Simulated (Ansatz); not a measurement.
WC:

```xyz
2
Lattice="0.0000 2.1927 2.1927 2.1927 0.0000 2.1927 2.1927 2.1927 0.0000" Properties=species:S:1:pos:R:3 pbc="T T T"
W     0.0000    0.0000    0.0000
C     2.1927    2.1927    2.1927
```

Measurements of this composition are mostly on another form, of space group No. 187.

Base run:

* Program: Ansatz 0.2.0
* Functional: PBEsol
* Potentials or basis: all-electron PAW datasets made for the crystal
* Cutoff: 340 eV
* Density cutoff: 1360 eV
* k mesh: 10 × 10 × 10
* Occupations: fermi-dirac, width 0.05 eV
* Spin: no spin polarisation

Its results: pressure -10.2 GPa.

**Question.** The run is repeated on the same cell with these changes: k mesh from 10 × 10 × 10 to 8 × 8 × 8. What comes out?

**Answer.** Pressure -9.7 GPa.

Caveats: the k mesh is thin for a metal, which can move the energy by tens of meV per atom (some runs).

Not every run made on this cell is shown here.
